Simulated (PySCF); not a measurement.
Ground-state electric properties of a mixed set of molecules.

All values: PBE0/def2-SVPD (PySCF) at GFN2-xTB geometries, gas phase, one conformer each. Core orbitals are frozen in the response; Δα² is half the sum of the squared differences of the principal polarisabilities. Dipoles and anisotropies that the point group forbids are given as zero.

Task: Rank by HOMO energy, highest first.
A. `C(=C)C#CCC`
B. `CCC1=C(C)C1`
C. `C[Si@@H]1[SiH2][SiH2][Si@H]1F`
D. `FC1C[SiH2][SiH2]C1`
E. `C=C(C)C#CC`
F. `C=C/C=C/C=C`

Result: F (-6.27 eV), B (-6.45 eV), E (-6.60 eV), A (-6.72 eV), C (-7.36 eV), D (-7.89 eV).

Task: Rank by dipole moment, lowest first.
A. `C=CC#CCC` (1-hexen-3-yne)
B. `[CH2:1]=[CH:2][CH:3]=[C:4]([CH3:5])[CH3:6]` with C1–C2–C3–C4 180° (4-methyl-1,3-pentadiene)
C. `[CH2:1]=[CH:2]/[CH:3]=[CH:4]/[CH:5]=[CH2:6]` with C1–C2–C3–C4 180°, C3–C4–C5–C6 180°
D. `C1C(=C)C(C1)=C`
E. `[CH3:1][Si@@H:2]1[SiH2:3][SiH2:4][Si@H:5]1[F:6]` with C1–Si2–Si3–Si4 -108°, Si2–Si3–Si4–Si5 -6°, Si3–Si4–Si5–F6 -103°, C1–Si2–Si5–Si4 107°
F. `[F:1][CH:2]1[CH2:3][SiH2:4][SiH2:5][CH2:6]1` with F1–C2–C3–Si4 67°, C2–C3–Si4–Si5 26°, C3–Si4–Si5–C6 0°, Si4–Si5–C6–C2 -26°

Result: C (0.00 D), D (0.49 D), A (0.67 D), B (0.88 D), F (1.89 D), E (2.19 D).

Task: Rank by mean static polarisability, highest first.
A. `[Si@H]1(F)[Si@@H]([SiH2][SiH2]1)C`
B. `C=CC#CCC`
C. `FC1C[SiH2][SiH2]C1`
D. `CCCCC#C`
E. `C=C1CCC1=C`
F. `C=C/C=C/C=C`

Result: A (19.02 Å³), F (13.55 Å³), C (13.31 Å³), B (11.38 Å³), E (10.73 Å³), D (10.48 Å³).

All values together:

| SMILES | formula | μ (D) | HOMO (eV) | LUMO (eV) | α (Å³) | Δα (Å³) | electrons | α per electron (Å³) |
| --- | --- | --- | --- | --- | --- | --- | --- | --- |
| C=C/C=C/C=C | C6H8 | 0.00 | -6.27 | -1.42 | 13.55 | 16.28 | 44 | 0.308 |
| CCC1=C(C)C1 | C6H10 | 0.91 | -6.45 | 0.68 | 10.66 | 3.82 | 46 | 0.232 |
| C#CCCCC | C6H10 | 0.75 | -7.67 | 0.70 | 10.48 | 3.48 | 46 | 0.228 |
| C1=CCCC=C1 | C6H8 | 0.49 | -6.17 | -0.70 | 10.03 | 3.88 | 44 | 0.228 |
| C[Si@@H]1[SiH2][SiH2][Si@H]1F | CH9FSi4 | 2.19 | -7.36 | -2.00 | 19.02 | 5.71 | 80 | 0.238 |
| FC1C[SiH2][SiH2]C1 | C3H9FSi2 | 1.89 | -7.89 | 0.00 | 13.31 | 2.82 | 64 | 0.208 |
| C=CC=C(C)C | C6H10 | 0.88 | -6.28 | -0.54 | 12.07 | 9.41 | 46 | 0.262 |
| C=CC#CCC | C6H8 | 0.67 | -6.72 | -0.65 | 11.38 | 8.82 | 44 | 0.259 |
| C=C(C)C#CC | C6H8 | 0.72 | -6.60 | -0.42 | 11.27 | 7.90 | 44 | 0.256 |
| C=C1CCC1=C | C6H8 | 0.49 | -6.57 | -1.07 | 10.73 | 5.49 | 44 | 0.244 |

Conformers: `[CH2:1]=[CH:2]/[CH:3]=[CH:4]/[CH:5]=[CH2:6]` with C1–C2–C3–C4 180°, C3–C4–C5–C6 180°; `[CH3:1][CH2:2][C:3]1=[C:4]([CH3:5])[CH2:6]1` with C1–C2–C3–C4 0°; `[CH:1]#[C:2][CH2:3][CH2:4][CH2:5][CH3:6]` with C2–C3–C4–C5 -66°, C3–C4–C5–C6 178°; `[CH:1]1=[CH:2][CH2:3][CH2:4][CH:5]=[CH:6]1` with C1–C2–C3–C4 -31°, C2–C3–C4–C5 44°, C3–C4–C5–C6 -31°, C2–C1–C6–C5 14°; `[CH3:1][Si@@H:2]1[SiH2:3][SiH2:4][Si@H:5]1[F:6]` with C1–Si2–Si3–Si4 -108°, Si2–Si3–Si4–Si5 -6°, Si3–Si4–Si5–F6 -103°, C1–Si2–Si5–Si4 107°; `[F:1][CH:2]1[CH2:3][SiH2:4][SiH2:5][CH2:6]1` with F1–C2–C3–Si4 67°, C2–C3–Si4–Si5 26°, C3–Si4–Si5–C6 0°, Si4–Si5–C6–C2 -26°; `[CH2:1]=[CH:2][CH:3]=[C:4]([CH3:5])[CH3:6]` with C1–C2–C3–C4 180°.

Task: How closely does the mean polarisability follow the number of electrons in this set?

Result: The correlation coefficient is 0.89; α per electron runs from 0.208 to 0.308 Å³.
